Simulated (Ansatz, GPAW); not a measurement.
Given: the input of a run of Ansatz 0.2.0 on TePb. 

File input.yaml:

```yaml
crystal:
  lattice:
    - [0.0, 3.231, 3.231]
    - [3.231, 0.0, 3.231]
    - [3.231, 3.231, 0.0]
  atoms:
    - { symbol: Pb, position: [0.0, 0.0, 0.0] }
    - { symbol: Te, position: [0.5, 0.5, 0.5] }
hamiltonian:
  xc: pbe
  pseudopotentials: { kind: paw }
kpoints:
  mp_grid: { grid: [7, 7, 7] }
scf:
  occupations: { method: gaussian, width: 0.011 }
output:
  forces: true
  stress: true
  eigenvalues: true
  write_density: true
  write_potential: true
  elf: true
  volumetric_format: npy
```

Potentials or basis: Ansatz PAW.

Command:

```sh
$ ansatz run input.yaml --threads 2 --pin off --max-ram 5632MiB --backend cpu --events-out ev --progress --plain --runs-dir out
```

Q: What does the same run look like in GPAW 26.7.0 (ASE script)? Potentials or basis there: GPAW PAW data sets (gpaw-data 1.2.1), cutoff 600 eV.

A: As run (cutoffs and basis follow the program's own potentials, and thresholds, step limits or extra output files can differ):

The input run.py:

```python
from ase.dft.bandgap import bandgap
from ase.io import read, write
from ase.units import Bohr, GPa
from gpaw import GPAW, PW
from gpaw.elf import elf_from_dft_calculation

atoms = read('TePb.xyz')

calc = GPAW(mode=PW(600),
            xc='PBE',
            kpts={'size': (7, 7, 7), 'gamma': True},
            occupations={'name': 'methfessel-paxton', 'order': 0, 'width': 0.011},
            nbands=19,
            convergence={'density': 1e-05, 'energy': 1e-05},
            maxiter=150,
            txt='gpaw.txt')
atoms.calc = calc
energy = atoms.get_potential_energy()
forces = atoms.get_forces()
stress = atoms.get_stress()
calc.write('gs.gpw')
write('result.traj', atoms)
print(f'Energy: {energy:.6f} eV')
print('Forces (eV/A):')
print(forces.round(4))
print('Stress (GPa):', (stress / GPa).round(3))
print('Fermi level:', round(calc.get_fermi_level(), 4), 'eV')
print(f'Gap: {bandgap(calc)[0]:.4f} eV, direct: {bandgap(calc, direct=True)[0]:.4f} eV')

# fields on the real-space grid
write('density.cube', atoms, data=calc.get_pseudo_density() * Bohr**3)
write('potential.cube', atoms, data=calc.get_electrostatic_potential())
write('elf.cube', atoms, data=elf_from_dft_calculation(calc).data)
```

Contents of TePb.xyz:

```xyz
2
Lattice="0.0000000000 3.2310000000 3.2310000000 3.2310000000 0.0000000000 3.2310000000 3.2310000000 3.2310000000 0.0000000000" Properties=species:S:1:pos:R:3 pbc="T T T"
Pb     0.0000000000      0.0000000000      0.0000000000
Te     3.2310000000      3.2310000000      3.2310000000
```

Potentials or basis: GPAW PAW data sets (gpaw-data 1.2.1), pw.

Launch:

```console
$ OMP_NUM_THREADS=1 python run.py
```

Both were run:

|  | Ansatz | GPAW |
| --- | --- | --- |
| Pressure | 2.1 GPa | 1.8 GPa |

Ansatz's pressure holds a Pulay term of +0.02 GPa for its cutoff of 420 eV, which the other run lacks.

The potentials hold 30 and 20 valence electrons a cell.

Where Ansatz's input types no cutoff or centring, it takes its own default and a Γ-centred mesh.

Pressure is positive in compression.
